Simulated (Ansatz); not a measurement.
Reactions of `FCC(F)(C(F)F)C(F)(F)F`.

Computed with Ansatz on PBE0-D4/def2-TZVP structures; ΔE is electronic, products minus reactants. CBS: MP2 limit from def2 TZ/QZ plus the TZ coupled-cluster correction, frozen cores. This one scheme is used for every species, atoms too. For atomizations the MP2-based limit and the directly extrapolated one differ by several kJ/mol either way, and by 10 to 25 for some Ge, Se and Sn compounds, so smaller differences from it don't rank the levels. DFT in def2-TZVPP. No spin–orbit coupling; open shells (•) take unrestricted orbitals. Spin–orbit coupling would lower the free atoms: a little for C, F. One conformer a species, not always the lowest.

```csv
reaction,CCSD(T)/CBS(def2) (kJ/mol)
`FCC(F)(C(F)F)C(F)(F)F` → `FCC(F)(F)C(F)(F)C(F)F`,?
`FCC(F)(C(F)F)C(F)(F)F` → 4 C• + 7 F• + 3 H•,5758
`FCC(F)(C(F)F)C(F)(F)F` + CH₄ → `CC(F)(CF)C(F)F` + trifluoromethane,-27
`FCC(F)(C(F)F)C(F)(F)F` → `FC(F)C(F)(F)CC(F)(F)F`,-58
`FCC(F)(C(F)F)C(F)(F)F` + propene → `C=CCCF` + `FC(F)C(F)C(F)(F)F`,0
`FCC(F)(C(F)F)C(F)(F)F` + H–F → `FCC(F)(F)C(F)(F)F` + difluoromethane,?
`FCC(F)(C(F)F)C(F)(F)F` → `FC(F)C(F)C(F)(F)F` + `[CH]F`,372
`FCC(F)(C(F)F)C(F)(F)F` → `FC(F)CC(F)(F)C(F)(F)F`,-49
`FCC(F)(C(F)F)C(F)(F)F` → `FCC(F)(F)C(F)(F)F` + `[CH]F`,?
`FCC(F)(C(F)F)C(F)(F)F` + `CCCO` → `CCCOCF` + `FC(F)C(F)C(F)(F)F`,6
```

(1) Fill in the missing values. (Best estimate.)

Largest T1 diagnostic: 0.018, for `[CH]F`.

Answers

(1) Ansatz gave: `FCC(F)(C(F)F)C(F)(F)F` → `FCC(F)(F)C(F)(F)C(F)F`: +26.0 kJ/mol; `FCC(F)(C(F)F)C(F)(F)F` + H–F → `FCC(F)(F)C(F)(F)F` + difluoromethane: +29.6 kJ/mol; `FCC(F)(C(F)F)C(F)(F)F` → `FCC(F)(F)C(F)(F)F` + `[CH]F`: +374.0 kJ/mol.
